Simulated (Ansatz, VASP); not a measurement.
## One calculation of BN, two programs

Contents of INCAR:

```
PREC     = Accurate       # precision mode
ENCUT    = 520            # plane-wave cutoff, eV
EDIFF    = 1E-8           # SCF threshold, eV
ISMEAR   = 0              # smearing method
SIGMA    = 0.01           # smearing width, eV
LREAL    = Auto         
LASPH    = T              # aspherical terms in the spheres
NELM     = 100            # most SCF steps
ALGO     = Fast           # electronic algorithm
ISIF     = 2              # what is computed and relaxed
LWAVE    = F              # write WAVECAR
LCHARG   = F              # write CHGCAR
GGA      = PE             # functional
LEFG     = T            
NBANDS   = 96             # bands
```

File KPOINTS:

```
regular mesh
0
Gamma
  3 3 3
```

Contents of POSCAR:

```
BN
1.0
    7.5241227717      0.0000000000      0.0000000000
   -3.7401322941      6.5286931239      0.0000000000
   -1.2613301592     -2.1762310412      6.0450800000
B N
18 18
Direct
    0.3265476667      0.3278330000      0.0009030000
    0.3265476667      0.3278330000      0.5009030000
    0.3265476667      0.6611663333      0.0009030000
    0.3265476667      0.6611663333      0.5009030000
    0.3265476667      0.9944996667      0.0009030000
    0.3265476667      0.9944996667      0.5009030000
    0.6598810000      0.3278330000      0.0009030000
    0.6598810000      0.3278330000      0.5009030000
    0.6598810000      0.6611663333      0.0009030000
    0.6598810000      0.6611663333      0.5009030000
    0.6598810000      0.9944996667      0.0009030000
    0.6598810000      0.9944996667      0.5009030000
    0.9932143333      0.3278330000      0.0009030000
    0.9932143333      0.3278330000      0.5009030000
    0.9932143333      0.6611663333      0.0009030000
    0.9932143333      0.6611663333      0.5009030000
    0.9932143333      0.9944996667      0.0009030000
    0.9932143333      0.9944996667      0.5009030000
    0.2228353333      0.1107950000      0.4924995000
    0.2228353333      0.1107950000      0.9924995000
    0.2228353333      0.4441283333      0.4924995000
    0.2228353333      0.4441283333      0.9924995000
    0.2228353333      0.7774616667      0.4924995000
    0.2228353333      0.7774616667      0.9924995000
    0.5561686667      0.1107950000      0.4924995000
    0.5561686667      0.1107950000      0.9924995000
    0.5561686667      0.4441283333      0.4924995000
    0.5561686667      0.4441283333      0.9924995000
    0.5561686667      0.7774616667      0.4924995000
    0.5561686667      0.7774616667      0.9924995000
    0.8895020000      0.1107950000      0.4924995000
    0.8895020000      0.1107950000      0.9924995000
    0.8895020000      0.4441283333      0.4924995000
    0.8895020000      0.4441283333      0.9924995000
    0.8895020000      0.7774616667      0.4924995000
    0.8895020000      0.7774616667      0.9924995000
```

Input for Ansatz:

```yaml
crystal:
  lattice:
    - [7.5241227717, 0.0, 0.0]
    - [-3.7401322941, 6.5286931239, 0.0]
    - [-1.2613301592, -2.1762310412, 6.04508]
  atoms:
    - { symbol: B, position: [0.3265476667, 0.327833, 0.000903] }
    - { symbol: B, position: [0.3265476667, 0.327833, 0.500903] }
    - { symbol: B, position: [0.3265476667, 0.6611663333, 0.000903] }
    - { symbol: B, position: [0.3265476667, 0.6611663333, 0.500903] }
    - { symbol: B, position: [0.3265476667, 0.9944996667, 0.000903] }
    - { symbol: B, position: [0.3265476667, 0.9944996667, 0.500903] }
    - { symbol: B, position: [0.659881, 0.327833, 0.000903] }
    - { symbol: B, position: [0.659881, 0.327833, 0.500903] }
    - { symbol: B, position: [0.659881, 0.6611663333, 0.000903] }
    - { symbol: B, position: [0.659881, 0.6611663333, 0.500903] }
    - { symbol: B, position: [0.659881, 0.9944996667, 0.000903] }
    - { symbol: B, position: [0.659881, 0.9944996667, 0.500903] }
    - { symbol: B, position: [0.9932143333, 0.327833, 0.000903] }
    - { symbol: B, position: [0.9932143333, 0.327833, 0.500903] }
    - { symbol: B, position: [0.9932143333, 0.6611663333, 0.000903] }
    - { symbol: B, position: [0.9932143333, 0.6611663333, 0.500903] }
    - { symbol: B, position: [0.9932143333, 0.9944996667, 0.000903] }
    - { symbol: B, position: [0.9932143333, 0.9944996667, 0.500903] }
    - { symbol: "N", position: [0.2228353333, 0.110795, 0.4924995] }
    - { symbol: "N", position: [0.2228353333, 0.110795, 0.9924995] }
    - { symbol: "N", position: [0.2228353333, 0.4441283333, 0.4924995] }
    - { symbol: "N", position: [0.2228353333, 0.4441283333, 0.9924995] }
    - { symbol: "N", position: [0.2228353333, 0.7774616667, 0.4924995] }
    - { symbol: "N", position: [0.2228353333, 0.7774616667, 0.9924995] }
    - { symbol: "N", position: [0.5561686667, 0.110795, 0.4924995] }
    - { symbol: "N", position: [0.5561686667, 0.110795, 0.9924995] }
    - { symbol: "N", position: [0.5561686667, 0.4441283333, 0.4924995] }
    - { symbol: "N", position: [0.5561686667, 0.4441283333, 0.9924995] }
    - { symbol: "N", position: [0.5561686667, 0.7774616667, 0.4924995] }
    - { symbol: "N", position: [0.5561686667, 0.7774616667, 0.9924995] }
    - { symbol: "N", position: [0.889502, 0.110795, 0.4924995] }
    - { symbol: "N", position: [0.889502, 0.110795, 0.9924995] }
    - { symbol: "N", position: [0.889502, 0.4441283333, 0.4924995] }
    - { symbol: "N", position: [0.889502, 0.4441283333, 0.9924995] }
    - { symbol: "N", position: [0.889502, 0.7774616667, 0.4924995] }
    - { symbol: "N", position: [0.889502, 0.7774616667, 0.9924995] }
kpoints:
  mp_grid: { grid: [3, 3, 3] }
scf:
  occupations: { method: fixed }
hamiltonian:
  xc: pbe
  pseudopotentials: { kind: paw }
output:
  forces: true
  efg:
    quadrupole_moments_barn: { B: 0.04059, "N": 0.02044 }
    contact_densities: true
  core_levels:
    shells: { B: "1s", "N": "1s" }
    counted_from: valence_top
    eps_inf:
      - [4.939, -0.24, 0.036]
      - [-0.24, 5.435, -0.019]
      - [0.036, -0.019, 3.073]
    add_spin: false
```

Alike in both runs: task electric field gradients; functional PBE; k mesh 3 × 3 × 3; no spin polarisation.

|  | VASP | Ansatz |
| --- | --- | --- |
| version | VASP 6.6.1 | Ansatz 0.2.0 |
| potentials or method | VASP PAW PBE potentials, release 64 (B, N) | plane-wave PAW, scalar-relativistic |
| plane-wave cutoff (eV) | 520 | 420 |
| occupations | gaussian, width 0.01 eV | fixed |
| valence electrons in the cell | 144 | 144 |

|  | VASP | Ansatz | Ansatz less VASP |
| --- | --- | --- | --- |
| gap on the k mesh at the Fermi level (eV) | 3.10 | 3.11 | +0.008 |
| rms of the force components (eV/Å) | 1.572 | 1.576 | +0.0037 |
| Vzz of the field gradient on the site that differs most (V/Å²) | 34.2 | 27.4 | -6.83 |

Atom by atom the forces differ by 0.004 eV/Å (rms over components).

Caveats: an odd mesh through Γ misses points on the zone boundary, where band edges often lie; forces of over 1 eV/Å show positions far from the minimum, so gaps and moduli don't describe the material at rest.
